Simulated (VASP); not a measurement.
# Settings for Ir: density of states

Ir, Fm-3m (no. 225), 1 atom in the cell. R2SCAN; PAW potentials Ir (PBE set). VASP 6.6.1.

Wanted: density of states by 0.5 eV bins within 8 %; centre of the states within 12 eV below the valence top within 0.03 eV; states at the Fermi level within 8 %.

What the run is for: density of states; Accuracy asked: standard; k mesh of the density: 13 × 13 × 13.

POSCAR:
```
Ir
1.0
    0.0000000000      1.9156000000      1.9156000000
    1.9156000000      0.0000000000      1.9156000000
    1.9156000000      1.9156000000      0.0000000000
Ir
1
Direct
    0.0000000000      0.0000000000      0.0000000000
```

The series start from Plane-wave cutoff (eV): 240; k-point mesh: 16 × 16 × 16; Energy points (NEDOS): 2001; Occupations for the DOS: ISMEAR=-5; Electronic threshold (eV): 1e-6; Precision mode (PREC): Accurate. Each series keeps the choices made before it, and each single choice may use up half of a tolerance.

## Plane-wave cutoff (eV)

| Plane-wave cutoff (eV) | Density of states by 0.5 eV bins, largest deviation against the largest value | Centre of the states within 12 eV below the valence top (eV) | States at the Fermi level (states/eV/atom) | SCF iterations | Time (s) |
|---|---|---|---|---|---|
| 170 | 4 % | -4.327 | 0.8908 | 19 | 13 |
| 210 | 0.26 % | -4.373 | 0.8665 | 16 | 17 |
| 240 | 0.26 % | -4.368 | 0.8627 | 16 | 16 |
| 270 | 0.13 % | -4.370 | 0.8661 | 16 | 22 |
| 340 | 0.029 % | -4.369 | 0.8661 | 16 | 22 |
| 420 (reference) | 0 % | -4.368 | 0.8661 | 16 | 56 |

Chosen: 210, the loosest value from which every tighter one stays within half of the tolerance.

## k-point mesh

| k-point mesh | Density of states by 0.5 eV bins, largest deviation against the largest value | Centre of the states within 12 eV below the valence top (eV) | States at the Fermi level (states/eV/atom) | SCF iterations | Time (s) |
|---|---|---|---|---|---|
| 7 × 7 × 7 | 16 % | -4.366 | 0.747 | 18 | 6.1 |
| 9 × 9 × 9 | 11 % | -4.320 | 0.8968 | 16 | 6.9 |
| 11 × 11 × 11 | 8.2 % | -4.361 | 1.039 | 18 | 9.6 |
| 13 × 13 × 13 | 13 % | -4.376 | 0.8284 | 17 | 12 |
| 16 × 16 × 16 | 5.7 % | -4.373 | 0.8665 | 16 | 17 |
| 19 × 19 × 19 | 5.5 % | -4.358 | 0.8678 | 16 | 24 |
| 24 × 24 × 24 | 2 % | -4.369 | 0.8693 | 16 | 43 |
| 29 × 29 × 29 | 0.8 % | -4.367 | 0.8459 | 16 | 67 |
| 36 × 36 × 36 (reference) | 0 % | -4.365 | 0.856 | 16 | 116 |

Chosen: 24 × 24 × 24.

## Energy points (NEDOS)

| Energy points (NEDOS) | Density of states by 0.5 eV bins, largest deviation against the largest value | Centre of the states within 12 eV below the valence top (eV) | States at the Fermi level (states/eV/atom) | SCF iterations | Time (s) |
|---|---|---|---|---|---|
| 301 | 7.7 % | -4.409 | 0.867 | 16 | 41 |
| 501 | 2.8 % | -4.359 | 0.8684 | 16 | 41 |
| 1001 | 0.25 % | -4.368 | 0.8747 | 16 | 41 |
| 2001 | 0.19 % | -4.369 | 0.8693 | 16 | 43 |
| 4001 (reference) | 0 % | -4.362 | 0.8697 | 16 | 39 |

Chosen: 501.

## Occupations for the DOS

| Occupations for the DOS | Density of states by 0.5 eV bins, largest deviation against the largest value | Centre of the states within 12 eV below the valence top (eV) | States at the Fermi level (states/eV/atom) | SCF iterations | Time (s) |
|---|---|---|---|---|---|
| ISMEAR=-5 | 0 % | -4.359 | 0.8684 | 16 | 41 |
| ISMEAR=-4 | 0.12 % | -4.360 | 0.8683 | 16 | 40 |
| ISMEAR=0 SIGMA=0.05 | 5.6 % | -4.364 | 0.7993 | 16 | 40 |
| ISMEAR=0 SIGMA=0.1 | 6.1 % | -4.361 | 0.8175 | 16 | 39 |
| ISMEAR=-15 SIGMA=0.025 | 0.041 % | -4.359 | 0.8683 | 16 | 42 |
| ISMEAR=1 SIGMA=0.1 | 5.7 % | -4.365 | 0.8095 | 16 | 40 |

Chosen: ISMEAR=-5; no other choice that stays within half of the tolerance saves 30 % of the time.

## Electronic threshold (eV)

| Electronic threshold (eV) | Density of states by 0.5 eV bins, largest deviation against the largest value | Centre of the states within 12 eV below the valence top (eV) | States at the Fermi level (states/eV/atom) | SCF iterations | Time (s) |
|---|---|---|---|---|---|
| 0.001 | 0.46 % | -4.355 | 0.869 | 13 | 32 |
| 0.0001 | 0.15 % | -4.358 | 0.8686 | 14 | 36 |
| 1e-5 | 0.11 % | -4.358 | 0.8686 | 15 | 45 |
| 1e-6 (reference) | 0 % | -4.359 | 0.8684 | 16 | 41 |

Chosen: 0.001.

## Precision mode (PREC)

| Precision mode (PREC) | Density of states by 0.5 eV bins, largest deviation against the largest value | Centre of the states within 12 eV below the valence top (eV) | States at the Fermi level (states/eV/atom) | SCF iterations | Time (s) |
|---|---|---|---|---|---|
| Normal | 0.32 % | -4.356 | 0.8689 | 13 | 19 |
| Accurate (reference) | 0 % | -4.355 | 0.869 | 13 | 32 |

Chosen: Normal.

## All choices together

| Input | Density of states by 0.5 eV bins, largest deviation against the largest value | Centre of the states within 12 eV below the valence top (eV) | States at the Fermi level (states/eV/atom) | Time (s) |
|---|---|---|---|---|
| defaults for smearing, thresholds and mesh (naive) | 62 % | -4.091 | 2.302 | 1.3 |
| chosen settings | 2.3 % | -4.356 | 0.8689 | 19 |
| reference settings throughout | 0 % | -4.364 | 0.8542 | 455 |

The tolerance is met.

## The input

INCAR:
```
SYSTEM = Ir
METAGGA = R2SCAN
ISMEAR = -5
LWAVE = .False.
LCHARG = .False.
NBANDS = 18
PREC = Normal
LASPH = .True.
LREAL = .False.
ALGO = Normal
EDIFF = 0.001
NELM = 120
GGA_COMPAT = .False.
ENCUT = 210
LMIXTAU = .True.
LMAXMIX = 4
NEDOS = 501
LORBIT = 11
```

KPOINTS:
```
Automatic mesh
0
Gamma
  24 24 24
  0 0 0
```

Commands:
```
cat potpaw_PBE.64/Ir/POTCAR > POTCAR
mpirun -np 1 vasp_std > vasp.out
```

The chosen input took VASP 6.6.1 19 s on 1 core (Intel Xeon 6975P-C (Granite Rapids)), a shared host.

## An input that fails: broadening that wipes out the structure

It runs to its end, but against the unchanged starting input it is off by 15 % in the density of states by 0.5 eV bins, 0.010 eV in the centre of the states within 12 eV below the valence top, 6.9 % in the states at the Fermi level.

Changes against the starting input:
```
- ISMEAR = -5
- NELM = 120
+ ISMEAR = 0
+ NELM = 83
+ SIGMA = 0.5
```
